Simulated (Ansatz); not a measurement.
# TePb: pressure against volume per atom

Results calculated with Ansatz 0.2.0, not measured. Periodic Kohn-Sham DFT of a crystal at fixed atoms; pressure and stress are positive in compression; the energy is the free energy less that of spherical unpolarised free atoms; site moments are those in the method's own spheres, positive along +z.

Cell of the first row (space group Fm-3m, No. 225):
```
TePb
1.0
      0.0000     3.1723     3.1723
      3.1723     0.0000     3.1723
      3.1723     3.1723     0.0000
Te Pb
1 1
Direct
  0.50000 0.50000 0.50000
  0.00000 0.00000 0.00000
```

Settings of every row: method frozen-core PAW; functional PBE; relativity scalar; k mesh 10x10x10; filling fermi-dirac; smearing width 0.03 eV; wave cutoff 420 eV; paw set soft_2.

Atom start moment: 0 on all atoms.

Limits: no spin-orbit coupling on heavy atoms.

```
row  volume per atom (Å³)  pressure (GPa)
  1                31.924               ?
  2                32.764           3.607
  3                33.604           2.307
  4                34.445           1.168
  5                35.285           0.169
```

Question: what pressure should row 1 give?

Worked fit of pressure. Take u = (V_r/V)^(2/3) − 1 with V_r = 34.025 Å³ an atom, which is twice the finite (Eulerian) strain; such expansions in the strain, on which the Birch-Murnaghan equation of state is built, carry the rest volume and the bulk modulus. The shown rows have u = 0.0255, 0.00833, -0.00815, -0.02395. Least squares give pressure = 1.7184 + 69.216 × u + 189.58 × u² GPa; a straight line predicts inner rows, each left out in turn, worse (root mean square 0.074 against 0.0025 GPa). The rows lie off it by 0.000, -0.001, 0.001, 0.000. The withheld row has u = 0.04341, so the fit gives 1.7184 + 69.216 × (0.04341) + 189.58 × (0.04341)² = 5.080 GPa.

The calculation gave 5.092 GPa. The fit lies 0.012 GPa (0.24 % of the column's range) below it; its largest miss of a shown row is 0.001 GPa. This row lies beyond the range of the fit.
